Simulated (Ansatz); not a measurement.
## TiO2: Ti-49 nuclear quadrupole resonance

Cell: an entry of the Crystallography Open Database (COD), ions relaxed with PBE at fixed cell.

Space group Pbcn (No. 60); a = 4.5318, b = 5.5019, c = 4.9063 Å.

```
site  Wyckoff  site symmetry       x       y       z
  Ti       4c            .2.  0.0000  0.1758  0.2500
   O       8d              1  0.2702  0.3824  0.4195
```

One atom of each set is listed.

Method: Kohn–Sham DFT in Ansatz, r2SCAN, plane waves and PAW, scalar-relativistic, 500 eV cutoff, Γ-centred 5×4×4 k-points, Fermi–Dirac smearing 0.02 eV.

Ti-49: I = 7/2, Q = 247.0 mb (year-2017 value). Static lattice, zero field.

(1) The simulated lines lie at 1.97, 2.18, 3.45, 4.15 MHz. What are |C_Q|, η and |V_zz| at Ti?

## Answers

(1) For I = 7/2 and η = 0 the lines are |C_Q|/14 times 1, 2 and 3; η shifts the lowest up most. At large η the states mix, and weaker lines appear at sums of the main ones; lines under 5 % of the strongest are left out. Here |C_Q| = 16.6 MHz, η = 0.50 and |V_zz| = 2.77 × 10²¹ V/m². The calculation gives V_zz positive; the lines don't show the sign. The site has 6 O at 1.87–2.09 Å.
